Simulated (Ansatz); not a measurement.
Input of an Ansatz 0.2.0 run:

File run.py:

```python
import json

import ase.io
import numpy as np

import ansatz as az

atoms = ase.io.read("Si2Ni.cif")
atoms.info.pop("occupancy", None)
atoms.set_initial_magnetic_moments([1.0, 0.0, 0.0])

calculation = (
    az.Crystal.from_ase(atoms)
    .calculation()
    .kpoints(9, 9, 9)
    .functional("pbe")
    .pseudopotentials(kind="nc")
    .hubbard(projectors="atomic", double_counting="fll")
    .hubbard("Ni", "d", u_eff=3.5)
    .spin("collinear")
    .occupations(method="cold", width=0.025)
    .forces()
    .stress()
    .band_table(publish=True)
)
outcome = calculation.run(threads=2, events_out="events.jsonl")

report = outcome.report
for line in open("events.jsonl"):
    event = json.loads(line)
    if event["event"] == "scf_iter":
        d = event["data"]
        print(f"SCF {d['iter']:3d}  HF = {d['harris_foulkes_ev']:.6f} eV  dr2 = {d['dr2_ev']:.2e} eV")
    elif event["event"] in ("relax_step", "md_step"):
        d = event["data"]
        print(f"{event['event']} {d['step']:3d}  E = {d['lagrangian_ev']:.6f} eV")
np.set_printoptions(precision=5, suppress=True, linewidth=110)
print("converged:", report["converged"], "after", report["n_iterations"], "iterations")
print(f"free energy {report['free_energy_ev']:.6f} eV, Fermi level {report['fermi_energy_ev']:.4f} eV")
for key in ("band_edges_ev", "magnetization_mub", "site_moments_mub", "site_moments_nc_mub", "forces_ev_ang",
                "stress_gpa"):
    if report.get(key) is not None:
        print(key, np.array(report[key]), sep="\n")
```

Contents of Si2Ni.cif:

```cif
data_Si2Ni
_cell_length_a 3.82261926
_cell_length_b 3.82261926
_cell_length_c 3.82261926
_cell_angle_alpha 60.00000000
_cell_angle_beta 60.00000000
_cell_angle_gamma 60.00000000
_space_group_name_H-M_alt 'P1'
_space_group_name_Hall 'P 1'
_space_group_IT_number 1
loop_
_space_group_symop_operation_xyz
'x,y,z'
loop_
_atom_site_label
_atom_site_type_symbol
_atom_site_symmetry_multiplicity
_atom_site_Wyckoff_symbol
_atom_site_fract_x
_atom_site_fract_y
_atom_site_fract_z
_atom_site_occupancy
Ni1 Ni 1 a 0.0000000000 0.0000000000 0.0000000000 1
Si1 Si 1 a 0.7500000000 0.7500000000 0.7500000000 1
Si2 Si 1 a 0.2500000000 0.2500000000 0.2500000000 1
```

Potentials or basis: Ansatz NC.

Launch:

```sh
$ python run.py
```

Problem. Predict the net moment.

Solution. 0.00 μB per cell.

Problem. Predict the pressure.

Solution. 2.6 GPa.

Eigenvalues of the final occupation matrices:
```tsv
site	spin	trace	eigenvalues
site 1	1	4.63	0.91 0.91 0.91 0.95 0.95
site 1	2	4.63	0.91 0.91 0.91 0.95 0.95
```

Caveat: the magnetic or orbital state may not be the lowest; the U is typed as a test and isn't derived for this compound; the starting moments weren't kept. The state reached can hang on the start; a lower one may exist.
